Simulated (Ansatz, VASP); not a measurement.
## One calculation of TiAl, two programs

Contents of INCAR:

```
PREC = Accurate
ENCUT = 520
EDIFF = 1E-7
ISMEAR = -1
SIGMA = 0.05
LREAL = F
LASPH = T
NELM = 100
ALGO = Normal
ISIF = 2
LWAVE = F
LCHARG = F
GGA = PE
NBANDS = 14
```

The input KPOINTS:

```
regular mesh
0
Gamma
  8 8 8
```

POSCAR

```
TiAl
1.0
    3.2001180175      0.0000000000      0.0000000000
    0.0000000000      3.2001180175      0.0000000000
    0.0000000000      0.0000000000      3.2001180175
Ti Al
1 1
Direct
    0.0000000000      0.0000000000      0.0000000000
    0.5000000000      0.5000000000      0.5000000000
```

input.yaml

```yaml
crystal:
  lattice:
    - [3.2001180175, 0.0, 0.0]
    - [0.0, 3.2001180175, 0.0]
    - [0.0, 0.0, 3.2001180175]
  atoms:
    - { symbol: Ti, position: [0.0, 0.0, 0.0] }
    - { symbol: Al, position: [0.5, 0.5, 0.5] }
hamiltonian:
  xc: pbe
  pseudopotentials: { kind: paw }
kpoints:
  mp_grid: { grid: [8, 8, 8] }
scf:
  occupations: { method: fermi_dirac, width: 0.05 }
output:
  forces: true
  stress: true
  eigenvalues: true
```

Change from the starting cell: volume scaled by 1.02.

Alike in both runs: task single point; functional PBE; k mesh 8 × 8 × 8; occupations fermi-dirac, width 0.05 eV; no spin polarisation.

```csv
,VASP,Ansatz
version,VASP 6.6.1,Ansatz 0.2.0
potentials or method,"VASP PAW PBE potentials, release 64 (Ti_sv, Al)",Ansatz PAW
plane-wave cutoff (eV),520,420
valence electrons in the cell,15,15
```

```csv
,VASP,Ansatz,Ansatz less VASP
gap on the k mesh at the Fermi level (eV),none,none,-
pressure (GPa),-1.3,-1.3,+0.03
```

A gap of «none» marks a metal or a gap that the smearing closes.
